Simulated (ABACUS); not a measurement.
**WC (Qusongite): equation of state with PBE**

The system is WC (Qusongite).

```xyz
2
Lattice="2.9065 0.0000 0.0000 -1.4532 2.5171 0.0000 0.0000 0.0000 2.8366" Properties=species:S:1:pos:R:3 pbc="T T T"
W     0.0000    0.0000    0.0000
C     1.4533    0.8390    1.4183
```

- Program: ABACUS 3.10.1
- Task: equation of state
- Functional: PBE
- Potentials or basis: PseudoDojo NC SR 0.4.1 PBE standard
- Cutoff: 1361 eV
- Density cutoff: 5442 eV
- Basis: DZP LCAO (the cutoffs set its grid)
- k mesh: 10 × 10 × 9
- Occupations: fermi-dirac, width 0.05 eV
- Spin: no spin polarisation
- Orbital files: W W_confined-atom_7au_3s2p2d1f.orb, C C_confined-atom_6au_2s2p1d.orb
- Radial cutoff of the potentials (pseudo_rcut): 10 bohr
- SCF threshold on the density: 1e-07
- Max SCF steps: 100
- Eigensolver: genelpa
- Mixing: broyden
- Mixing share: 0.7
- Symmetry key: 1
- Bands: 13

* Equilibrium volume: 10.58 Å³/atom
* Bulk modulus at fixed shape and positions: 386 GPa
* Pressure derivative of the bulk modulus: 4.3

Energy against volume, from the lowest point:
| volume (Å³/atom) | energy (meV/atom) |
| --- | --- |
| 9.754 | 90.72 |
| 9.961 | 49.20 |
| 10.169 | 21.07 |
| 10.376 | 5.08 |
| 10.584 | 0.00 |
| 10.791 | 4.69 |
| 10.999 | 18.30 |

All runs of the series together: 38 s on 4 threads of AMD EPYC 7B13 (Zen 3), with other jobs on the host.

Caveat: the atomic orbitals were generated for these runs and aren't a published set; the cell was scaled at fixed shape and fractional positions, which overstates the stiffness of a crystal with free parameters, most of all of layers and chains; the basis of atomic orbitals isn't converged, which shifts pressures, moduli and gaps. The run has no spin-orbit coupling, so splittings on W are missing.
